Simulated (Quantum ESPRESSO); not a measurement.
# ZrC in Quantum ESPRESSO: the effect of strain

Crystal: ZrC.

```
Zr C
1.0
     0.00000    2.27040    2.36500
     2.27040    0.00000    2.36500
     2.27040    2.27040    0.00000
Zr C
1 1
Direct
  0.50000 0.50000 0.50000
  0.00000 0.00000 0.00000
```

Alike in all runs:

| Quantity | Value |
| --- | --- |
| Program | Quantum ESPRESSO 7.5 |
| Task | relaxation of the atoms |
| Functional | PBEsol |
| Potentials or basis | SSSP 1.3 efficiency PBE |
| Cutoff | 748 eV |
| Density cutoff | 5987 eV |
| k mesh | 10 × 10 × 10 |
| Occupations | fermi-dirac, width 0.05 eV |
| Spin | no spin polarisation |
| Kind of strain | biaxial_xy |
| Mixing beta | 0.5 |
| Most SCF iterations | 120 |
| SCF threshold | 4e-10 Ry |
| Most ionic steps | 40 |
| Forc conv thr | 0.0004 Ry/bohr |
| Etot conv thr | 1e-05 Ry |

Each run relaxes the cell or the atoms first.

Task: One run gave: pressure -12.2 GPa. Which strain did it use?
A. -0.01
B. -0.02
C. 0.01
D. -0.04
E. 0.02

Result: C.

```csv
strain,pressure (GPa)
-0.04,11.9
-0.02,0.7
-0.01,-4.1
0,-8.4
0.01,-12.2
0.02,-15.5
0.04,-21.2
```

Caveats: the potentials were made for another functional, which shifts forces and pressure; the relaxation stopped at its first step, so nothing moved.
